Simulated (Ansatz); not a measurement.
Level of theory: DFT PBE, scalar-relativistic, plane waves, PAW (Ansatz). Settings: cutoff 420 eV, Γ-centred meshes spaced at most about 0.3 Å⁻¹, and about 0.25 Å⁻¹ or finer for metals (2π included), Gaussian smearing. Spin is collinear in cells that carry moments; the others ran without spin or lost their moments.

Each guess is relaxed in cell and atoms at zero pressure, on a coarse mesh first where it starts far from rest and then on a converged one. The steps can't lower the symmetry of the start, but it can rise. Energies are static (0 K, no zero-point motion).

Two unrelaxed guesses for BaZrO3:

A.

```
CELL_PARAMETERS angstrom
-2.25062 2.64953 3.81551
2.25062 -2.64953 3.81551
2.25062 2.64953 -3.81551
ATOMIC_POSITIONS crystal
Ba 0.00000 0.50000 0.50000
Zr 0.50000 0.00000 0.50000
O 0.21196 0.21196 0.00000
O 0.78804 0.78804 0.00000
O 0.50000 0.50000 0.00000
```

B.

```
CELL_PARAMETERS angstrom
4.40123 0.00000 0.00000
0.00000 4.40123 0.00000
0.00000 0.00000 5.06741
ATOMIC_POSITIONS crystal
Ba 0.00000 0.00000 0.00000
Zr 0.50000 0.50000 0.00000
O 0.00000 0.00000 0.50000
O 0.50000 0.50000 0.69657
O 0.50000 0.50000 0.30343
```

Question: Where do they end, and which end is lower?

Answer: A ends lower, by 0.94 eV/atom. A: Immm at 18.2 Å³/atom → Immm at 16.9 Å³/atom; B: P4/mmm at 19.6 Å³/atom → P4/mmm at 37.7 Å³/atom. Counting O atoms around Ba and Zr (those within 1.25 times the shortest such distance or 1.15 times the sum of covalent radii), the end of A has Ba 6, Zr 2 and the end of B has Ba 2, Zr 2. The end of B holds O–O pairs (shortest 1.33 Å, as in superoxide); in the end of A the shortest O–O distance is 2.70 Å. End of A. Conventional cell: a = 4.237 Å, b = 4.882 Å, c = 8.190 Å. Ba is surrounded by 6 O at 2.44–2.51 Å, 4 Zr at 3.23 Å, 4 O at 3.67 Å and 2 Zr at 4.10 Å; around Zr lie 2 O at 2.12 Å, 4 O at 2.79 Å, 4 Ba at 3.23 Å, 4 O at 3.47 Å and 2 Ba at 4.10 Å; O on a site of symmetry mm2 is surrounded by 2 Ba at 2.51 Å, 2 O at 2.70–2.74 Å and 2 Zr at 2.79 Å; 1 more site not described. End of B. Conventional cell: a = 6.099 Å, c = 5.061 Å. Around Ba lie 2 O at 2.53 Å; Zr has 2 O at 1.87 Å; O on a site of symmetry 4mm is surrounded by 1 O at 1.33 Å and 1 Zr at 1.87 Å; 1 more site not described.

Ends held by symmetry can be saddle points. Neither end is the lowest form computed: that has the cubic perovskite type, space group Pm-3m (No. 221), is reached from a cell as deposited in COD and lies 1.74 eV/atom below the better end. The magnetic state reached may not be the lowest. Some structure types and database cells were kept out of the candidates from the start, so a known form may be missing.
